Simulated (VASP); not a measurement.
## VASP inputs for CdS (rocksalt)

INCAR

```
NBANDS = 16
LREAL = .FALSE.
LWAVE = .FALSE.
NELM = 120
SIGMA = 0.01
EDIFF = 1E-8
GGA = PE
LCHARG = .FALSE.
ENCUT = 520
LASPH = .TRUE.
ISIF = 2
NSW = 0
ISMEAR = 0
LEPSILON = .TRUE.
PREC = Accurate
IBRION = -1
```

KPOINTS

```
KPOINTS created by Atomic Simulation Environment
0
Gamma
10 10 10
0 0 0
```

POSCAR

```
Cd S
 1.0000000000000000
     0.0000000000000000    2.7267765444985561    2.7267765444985561
     2.7267765444985561    0.0000000000000000    2.7267765444985561
     2.7267765444985561    2.7267765444985561    0.0000000000000000
 Cd  S
   1   1
Cartesian
  0.0000000000000000  0.0000000000000000  0.0000000000000000
  2.7267765444985561  2.7267765444985561  2.7267765444985561
```

VASP ran with the recommended PBE PAW datasets (18 valence electrons in the cell).

Task: Estimate the main results of this run.

Result: ε∞ with local fields (xx, yy, zz) 9.14, 9.14, 9.14; mean Born charge by atom, in the order of the cell 2.96, -2.96 e.
